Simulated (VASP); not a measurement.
# FeO (R-3m) in VASP: reference runs, part 2 of 2

VASP 6.6.1. Earlier steps stand in the parts before.

**3. Single point, PBE, collinear spin, ferromagnetic start (atoms moved at random, drawn with an rms of 0.05 Å)**

File INCAR:

```
ALGO = Normal
EDIFF = 1E-7
ENCUT = 520
GGA = PE
ISIF = 2
ISMEAR = -1
ISPIN = 2
LASPH = T
LCHARG = F
LMAXMIX = 4
LORBIT = 11
LREAL = F
LWAVE = F
MAGMOM = 3 0
NBANDS = 18
NELM = 150
PREC = Accurate
SIGMA = 0.05
```

File KPOINTS:

```
k-points
0
Gamma
  11 11 11
```

File POSCAR:

```
FeO
1.0
    1.5176821100      0.8762341800      2.5157945800
   -1.5176821100      0.8762341800      2.5157945800
    0.0000000000     -1.7524683500      2.5157945800
Fe O
1 1
Direct
   -0.0168080000      0.0061210000      0.0036930000
    0.4929230000      0.4921160000      0.5056440000
```

Potentials or basis: VASP PAW PBE potentials, release 64 (Fe, O).

Run with:

```console
$ cat potpaw_PBE.64/Fe/POTCAR potpaw_PBE.64/O/POTCAR > POTCAR
$ mpirun -np 1 vasp_std > vasp.out
```

OUTCAR:

```text
EDIFF = 1E-7
   ENCUT = 520
   GGA = PE
   ISIF = 2
   ISMEAR = -1
   ISPIN = 2
   LASPH = T
   LORBIT = 11
   LREAL = F
   NELM = 150
   PREC = Accurate

 ion  position               nearest neighbor table
   1  0.983  0.006  0.004-   2 2.13   2 2.13   2 2.15   2 2.17   2 2.18   2 2.18
   2  0.493  0.492  0.506-   1 2.13   1 2.13   1 2.15   1 2.17   1 2.18   1 2.18

  LATTYP: Found a trigonal (rhomboedric) cell.
 ALAT       =     3.0660019070
 COS(alpha) =     0.5099427872

  Lattice vectors:

 A1 = (   1.5176821100,   0.8762341800,   2.5157945800)
 A2 = (  -1.5176821100,   0.8762341800,   2.5157945800)
 A3 = (   0.0000000000,  -1.7524683500,   2.5157945800)

Analysis of symmetry for initial positions (statically):
=====================================================================
 Subroutine PRICEL returns:
 Original cell was already a primitive cell.

 Routine SETGRP: Setting up the symmetry group for a
 trigonal (rhombohedral) supercell.

 Subroutine GETGRP returns: Found  1 space group operations
 (whereof  1 operations were pure point group operations)
 out of a pool of 12 trial point group operations.

The static configuration has the point symmetry C_1 .

Analysis of symmetry for dynamics (positions and initial velocities):
=====================================================================
 Subroutine PRICEL returns:
 Original cell was already a primitive cell.

 Routine SETGRP: Setting up the symmetry group for a
 trigonal (rhombohedral) supercell.

 Subroutine GETGRP returns: Found  1 space group operations
 (whereof  1 operations were pure point group operations)
 out of a pool of 12 trial point group operations.

The dynamic configuration has the point symmetry C_1 .

Analysis of structural, dynamic, and magnetic symmetry:
=====================================================================
 Subroutine PRICEL returns:
 Original cell was already a primitive cell.

 Routine SETGRP: Setting up the symmetry group for a
 trigonal (rhombohedral) supercell.

 Subroutine GETGRP returns: Found  1 space group operations
 (whereof  1 operations were pure point group operations)
 out of a pool of 12 trial point group operations.

The overall configuration has the point symmetry C_1 .

 Subroutine INISYM returns: Found  1 space group operations
 (whereof  1 operations are pure point group operations),
 and found     1 'primitive' translations

----------------------------------------------------------------------------------------

                                     Primitive cell

  volume of cell :      20.0737

  direct lattice vectors                    reciprocal lattice vectors
     1.517682110  0.876234180  2.515794580     0.329449755  0.190207905  0.132496244
    -1.517682110  0.876234180  2.515794580    -0.329449755  0.190207905  0.132496244
     0.000000000 -1.752468350  2.515794580     0.000000000 -0.380415809  0.132496245

  length of vectors
     3.066001907  3.066001907  3.066001906     0.402829298  0.402829298  0.402829297

  position of ions in fractional coordinates (direct lattice)
     0.983192000  0.006121000  0.003693000
     0.492923000  0.492116000  0.505644000

  ion indices of the primitive-cell ions
   primitive index   ion index
                 1           1
                 2           2
[... 59 lines left out ...]
   ions per type =               1   1
   NGX,Y,Z   is equivalent  to a cutoff of  13.01, 13.01, 13.01 a.u.
   NGXF,Y,Z  is equivalent  to a cutoff of  26.03, 26.03, 26.03 a.u.
 SYSTEM =  unknown system
   PREC   = accura    normal or accurate (medium, high low for compatibility)
   ISTART =      0    job   : 0-new  1-cont  2-samecut
   ICHARG =      2    charge: 1-file 2-atom 10-const
   ISPIN  =      2    spin polarized calculation?
   LNONCOLLINEAR =      F non collinear calculations
   LSORBIT =      F    spin-orbit coupling
   LASPH  =      T    aspherical Exc in radial PAW
   ENCUT  =  520.0 eV  38.22 Ry    6.18 a.u.   5.70  5.70  5.70*2*pi/ulx,y,z
   NELM   =    150;   NELMIN=  2; NELMDL= -5     # of ELM steps
   EDIFF  = 0.1E-06   stopping-criterion for ELM
   LREAL  =      F    real-space projection
   EDIFFG = 0.1E-05   stopping-criterion for IOM
   NSW    =      0    number of steps for IOM
   IBRION =     -1    ionic relax: 0-MD 1-quasi-New 2-CG
   NFREE  =      0    steps in history (QN), initial steepest desc. (CG)
   ISIF   =      2    stress and relaxation
   ISYM   =      2    0-nonsym 1-usesym 2-fastsym
   POTIM  = 0.5000    time-step for ionic-motion
   TEBEG  =    0.0;   TEEND  =   0.0 temperature during run
   PSTRESS=    0.0 pullay stress
   NELECT =      14.0000    total number of electrons
   NUPDOWN=      -1.0000    fix difference up-down
   EMIN   =  10.00;   EMAX   =-10.00  energy-range for DOS
   EFERMI =   0.00;   METHOD = LEGACY
   ISMEAR =    -1;   SIGMA  =   0.05  broadening in eV -4-tet -1-fermi 0-gaus
   EFERMI_NEDOS =   21; number of points for ismear=-14 and -15
   IALGO  =     38    algorithm
   IMIX   =      4    mixing-type and parameters
     AMIX     =   0.40;   BMIX     =  1.00
     AMIX_MAG =   1.60;   BMIX_MAG =  1.00
  volume/ion in A,a.u.               =      10.04        67.73
  Fermi-wavevector in a.u.,A,eV,Ry     =   1.451805  2.743514 28.677524  2.107739
  Thomas-Fermi vector in A             =   2.569260
   LORBIT       =     11    0 simple, 1 ext, 2 COOP (PROOUT), +10 PAW based schemes
   GGA     = PE    functional components
   LHFCALC =     F    Hartree Fock is set to
   AEXX    =    0.0000 exact exchange contribution
   IVDW    =     0    specifies the selected vdW correction
   LEPSILON=     F    determine dielectric tensor
   LRPA    =     F    only Hartree local field effects (RPA)
 spin polarized calculation
  energy-cutoff  :      520.00
  volume of cell :       20.07
 maximum number of plane-waves:       550
   NGX = 11   NGY = 11   NGZ = 11

 number of electron      14.0000000 magnetization       4.0002272

 Free energy of the ion-electron system (eV)
  ---------------------------------------------------
  ext. energy  EPLUGINS =         0.00000000
  ---------------------------------------------------
  free energy    TOTEN  =       -14.93326114 eV

  energy without entropy =      -14.92139533  energy(sigma->0) =      -14.92732823

 E-fermi :   6.1715     XC(G=0): -12.1505

 val. band max:        6.1709472703   @ k =   0.0000  -0.4545   0.1818
 cond. band min:       6.1724566683   @ k =  -0.0000  -0.1818   0.4545
 fundamental gap:      0.0015093981
 Fermi energy:         6.1715241390

 spin component 1

 k-point     1 :       0.0000    0.0000    0.0000
  band No.  band energies     occupation
      1     -14.5283      1.00000
      2       2.1729      1.00000
      3       2.1815      1.00000
      4       2.2340      1.00000
      5       2.2990      1.00000
      6       2.4006      1.00000
[... 493 lines left out ...]
     17      29.9992      0.00000
     18      31.7334      0.00000

 [... further k-points ...]

 spin component 2

 k-point     1 :       0.0000    0.0000    0.0000
  band No.  band energies     occupation
      1     -13.9956      1.00000
      2       2.8661      1.00000
      3       2.9635      1.00000
      4       2.9657      1.00000
      5       5.3935      1.00000
      6       5.4777      1.00000
[... 493 lines left out ...]
     17      31.1942      0.00000
     18      32.9521      0.00000

 [... further k-points ...]
[... 5 lines left out ...]
  --------------------------------------------------------------------------------------
  -------------------------------------------------------------------------------------
  Total       -0.0117650     -0.0164018     -0.1257768      0.0029491     -0.0116363      0.0010124
  in kB       -0.9390179     -1.3091020    -10.0388412      0.2353848     -0.9287498      0.0808063
  external PRESSURE =      -4.0956537 kB  Pullay stress =       0.0000000 kB

 VOLUME and BASIS-vectors are now :
 -----------------------------------------------------------------------------
  energy-cutoff  :      520.00
  volume of cell :       20.07
      direct lattice vectors                 reciprocal lattice vectors
     1.517682110  0.876234180  2.515794580     0.329449755  0.190207905  0.132496244
    -1.517682110  0.876234180  2.515794580    -0.329449755  0.190207905  0.132496244
     0.000000000 -1.752468350  2.515794580     0.000000000 -0.380415809  0.132496245

 POSITION                                       TOTAL-FORCE (eV/Angst)
 -----------------------------------------------------------------------------------
      1.48288      0.86040      2.49820         0.103579     -0.020408     -0.017787
      0.00122     -0.02300      3.75025        -0.103579      0.020408      0.017787
 -----------------------------------------------------------------------------------
    total drift:                                0.000014     -0.000106      0.000110

  FREE ENERGIE OF THE ION-ELECTRON SYSTEM (eV)
  ---------------------------------------------------
  free  energy   TOTEN  =       -14.9332611418 eV

  energy  without entropy=      -14.9213953255  energy(sigma->0) =      -14.92732823

 total charge

# of ion       s       p       d       tot
------------------------------------------
    1        0.287   0.357   6.085   6.729
    2        1.556   3.437   0.000   4.993
--------------------------------------------------
tot          1.843   3.794   6.085  11.722

 magnetization (x)

# of ion       s       p       d       tot
------------------------------------------
    1        0.027   0.021   3.570   3.618
    2        0.030   0.272   0.000   0.301
--------------------------------------------------
tot          0.057   0.293   3.570   3.919
```

OSZICAR:

```text
N       E                     dE             d eps       ncg     rms          rms(c)
DAV:   1     0.690638998785E+02    0.69064E+02   -0.67122E+03 51740   0.901E+02
DAV:   2    -0.128151179633E+02   -0.81879E+02   -0.69771E+02 49244   0.205E+02
DAV:   3    -0.173285188411E+02   -0.45134E+01   -0.43625E+01 56078   0.515E+01
DAV:   4    -0.173615906030E+02   -0.33072E-01   -0.33053E-01 58770   0.422E+00
DAV:   5    -0.173618146562E+02   -0.22405E-03   -0.22404E-03 57438   0.360E-01    0.176E+01
DAV:   6    -0.155918705199E+02    0.17699E+01   -0.15132E+01 64412   0.557E+01    0.200E+01
DAV:   7    -0.149686263225E+02    0.62324E+00   -0.30417E+00 61720   0.332E+01    0.940E+00
DAV:   8    -0.149519987092E+02    0.16628E-01   -0.16652E-01 60470   0.415E+00    0.529E+00
DAV:   9    -0.149362323947E+02    0.15766E-01   -0.69022E-02 76492   0.407E+00    0.108E+00
DAV:  10    -0.149329580095E+02    0.32744E-02   -0.19071E-02 66304   0.281E+00    0.161E-01
DAV:  11    -0.149332335512E+02   -0.27554E-03   -0.24423E-03 61058   0.437E-01    0.630E-02
DAV:  12    -0.149332436686E+02   -0.10117E-04   -0.35474E-05 60676   0.550E-02    0.426E-02
DAV:  13    -0.149332591039E+02   -0.15435E-04   -0.23062E-05 65058   0.545E-02    0.147E-02
DAV:  14    -0.149332612629E+02   -0.21591E-05   -0.31162E-06 53570   0.147E-02    0.655E-03
DAV:  15    -0.149332611455E+02    0.11740E-06   -0.31040E-07 57720   0.512E-03    0.312E-03
DAV:  16    -0.149332611418E+02    0.37073E-08   -0.23433E-07 50654   0.529E-03
   1 F= -.14933261E+02 E0= -.14927328E+02  d E =-.118658E-01  mag=     4.0003
```

Run time: 3.1 min. Hardware: 1 thread of Intel Xeon Platinum 8559C (Emerald Rapids), shared host; peak memory 0.45 GiB.

What came out:

- Free energy: -14.9333 eV
- Pressure: -0.4 GPa
- Largest force: 0.107 eV/Å
- Band gap on the k mesh: none (metal or under the smearing width)
- Net moment: 4.00 μB per cell
- Site moments: Fe +3.62; O +0.30 μB
- Valence electrons inside the program's atomic spheres: Fe 6.73; O 4.99

Forces on the atoms (eV/Å):
```
Fe   0.104 -0.020 -0.018
O   -0.104  0.020  0.018
```

Stress tensor (GPa, compression positive):
```
-0.09  0.02  0.01
 0.02 -0.13 -0.09
 0.01 -0.09 -1.00
```

Levels at points of the mesh, in eV from the Fermi level:
Spin up:
```tsv
k point	band 6	band 7	band 8	band 9	band 10	band 11	band 12	band 13
(0.00, 0.00, 0.00)	-3.77	-3.65	-3.55	-3.52	0.08	15.45	16.76	17.15
```
Spin down:
| k point | band 3 | band 4 | band 5 | band 6 | band 7 | band 8 |
| --- | --- | --- | --- | --- | --- | --- |
| (0.00, 0.00, 0.00) | -3.21 | -3.21 | -0.78 | -0.69 | -0.69 | 0.21 |

Caveat: a cell with one magnetic atom can't hold antiferromagnetic order, which such compounds often take; semilocal functionals often make such compounds metallic where correlation or magnetic order opens a gap, which also shifts bond lengths.
